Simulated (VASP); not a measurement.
A run of VASP 6.6.1:

Contents of INCAR:

```
SYSTEM = HCl
  PREC = Accurate
  ENCUT = 400
  EDIFF = 1E-7
  ISMEAR = 0
  SIGMA = 0.01
  LREAL = .False.
  LASPH = .True.
  NELM = 60
  ALGO = Fast
  ISIF = 2
  LWAVE = .False.
  LCHARG = .False.
  GGA = RP
  NBANDS = 11
  ISYM = 0
```

The input KPOINTS:

```
Automatic mesh
0
Gamma
  1 1 1
  0 0 0
```

Contents of POSCAR:

```
HCl                                     
1.0
   11.7297382172      0.0000000000      0.0000000000
    0.0000000000     12.2297382172      0.0000000000
    0.0000000000      0.0000000000     12.7297382172
  Cl              H             
     1     1
Selective dynamics
Direct
     0.5117905123000028    0.5543649501999965    0.4919316112000018   F   F   F
     0.4880458438211183    0.4531205594890840    0.5081803807965906   T   T   T
```

Potentials or basis: VASP PAW PBE potentials, release 64 (Cl, H).

Command:

```bash
$ cat potpaw_PBE.64/Cl/POTCAR potpaw_PBE.64/H/POTCAR > POTCAR
$ mpirun -np 1 vasp_gam > vasp.out
```

Hardware: 1 thread of Intel(R) Xeon(R) Platinum 8375C CPU @ 2.90GHz (Ice Lake) (shared host).

Task: How long does it take, and how much memory?

Result: Run time: 2.5 min on 1 thread of Intel(R) Xeon(R) Platinum 8375C CPU @ 2.90GHz (Ice Lake), with other jobs on the host, peak memory 0.91 GiB. Counts: scf iterations 26, k points 1.
